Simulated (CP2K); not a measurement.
Input of a CP2K 2026.2 run:

File ktao3_bands.inp:

```
&GLOBAL
  PROJECT ktao3_bands
  RUN_TYPE ENERGY_FORCE
  PRINT_LEVEL LOW
&END GLOBAL
&FORCE_EVAL
  METHOD QS
  STRESS_TENSOR ANALYTICAL
  &DFT
    BASIS_SET_FILE_NAME BASIS_MOLOPT_UZH
    POTENTIAL_FILE_NAME POTENTIAL_UZH
    &MGRID
      CUTOFF 850
      REL_CUTOFF 60
      NGRIDS 4
    &END MGRID
    &QS
      METHOD GPW
      EPS_DEFAULT 1.0E-9
    &END QS
    &KPOINTS
      SCHEME MONKHORST-PACK 7 7 7
      GAMMA_CENTERED T
      SYMMETRY T
      SYMMETRY_BACKEND SPGLIB
    &END KPOINTS
    &SCF
      SCF_GUESS ATOMIC
      EPS_SCF 1.0E-6
      MAX_SCF 100
      ADDED_MOS 19
      CHOLESKY OFF
      EPS_EIGVAL 1.0E-7
      &DIAGONALIZATION ON
        ALGORITHM STANDARD
      &END DIAGONALIZATION
      &MIXING ON
        METHOD BROYDEN_MIXING
        ALPHA 0.4
        BETA 1.5
        NBUFFER 8
      &END MIXING
      &SMEAR ON
        METHOD FERMI_DIRAC
        ELECTRONIC_TEMPERATURE [K] 1160.452
      &END SMEAR
    &END SCF
    &XC
      &XC_FUNCTIONAL
        &MGGA_X_R2SCAN
        &END MGGA_X_R2SCAN
        &MGGA_C_R2SCAN
        &END MGGA_C_R2SCAN
      &END XC_FUNCTIONAL
    &END XC
    &PRINT
      &KPOINTS ON
      &END KPOINTS
      &MULLIKEN ON
      &END MULLIKEN
      &MO ON
        ENERGIES T
        OCCUPATION_NUMBERS T
        &EACH
          QS_SCF 0
        &END EACH
        ADD_LAST NUMERIC
      &END MO
      &BAND_STRUCTURE
        FILE_NAME bands.bs
        ADDED_MOS 6
        &KPOINT_SET
          UNITS B_VECTOR
          NPOINTS 8
          SPECIAL_POINT GAMMA 0.00000000 0.00000000 0.00000000
          SPECIAL_POINT X 0.00000000 0.50000000 0.00000000
          SPECIAL_POINT M 0.50000000 0.50000000 0.00000000
          SPECIAL_POINT GAMMA 0.00000000 0.00000000 0.00000000
          SPECIAL_POINT R 0.50000000 0.50000000 0.50000000
          SPECIAL_POINT X 0.00000000 0.50000000 0.00000000
        &END KPOINT_SET
        &KPOINT_SET
          UNITS B_VECTOR
          NPOINTS 8
          SPECIAL_POINT M 0.50000000 0.50000000 0.00000000
          SPECIAL_POINT R 0.50000000 0.50000000 0.50000000
        &END KPOINT_SET
      &END BAND_STRUCTURE
    &END PRINT
  &END DFT
  &SUBSYS
    &CELL
      ABC 3.9883000000 3.9883000000 3.9883000000
      ALPHA_BETA_GAMMA 90.0000000000 90.0000000000 90.0000000000
      PERIODIC XYZ
    &END CELL
    &COORD
      Ta  0.0000000000 0.0000000000 0.0000000000
      K   1.9941500000 1.9941500000 1.9941500000
      O   0.0000000000 0.0000000000 1.9941500000
      O   0.0000000000 1.9941500000 0.0000000000
      O   1.9941500000 0.0000000000 0.0000000000
    &END COORD
    &KIND Ta
      BASIS_SET TZVP-MOLOPT-SCAN-GTH-q13
      POTENTIAL GTH-SCAN-q13
    &END KIND
    &KIND K
      BASIS_SET TZVP-MOLOPT-SCAN-GTH-q9
      POTENTIAL GTH-SCAN-q9
    &END KIND
    &KIND O
      BASIS_SET TZVP-MOLOPT-SCAN-GTH-q6
      POTENTIAL GTH-SCAN-q6
    &END KIND
    &PRINT
      &ATOMIC_COORDINATES ON
      &END ATOMIC_COORDINATES
      &CELL ON
      &END CELL
      &SYMMETRY ON
      &END SYMMETRY
    &END PRINT
  &END SUBSYS
  &PRINT
    &FORCES ON
    &END FORCES
    &STRESS_TENSOR ON
    &END STRESS_TENSOR
  &END PRINT
&END FORCE_EVAL
```

Potentials or basis: POTENTIAL_UZH Ta GTH-SCAN-q13, K GTH-SCAN-q9, O GTH-SCAN-q6; TZVP-MOLOPT-SCAN-GTH basis.

Command:

```bash
$ OMP_NUM_THREADS=2 cp2k.psmp -i ktao3_bands.inp -o ktao3_bands.out
```

(1) What does it give for the band gap on the k mesh?

(2) What does it give for the pressure?

(3) What does it give for the band gap along the path?

## Answers

(1) 2.57 eV, indirect (least direct gap 3.30 eV).

(2) -3.5 GPa.

(3) 2.50 eV, indirect (least direct gap 3.30 eV).

Caveat: spin-orbit coupling is left out, which moves the levels of the heavy elements; the basis of atomic orbitals isn't converged, which shifts pressures, moduli and gaps.
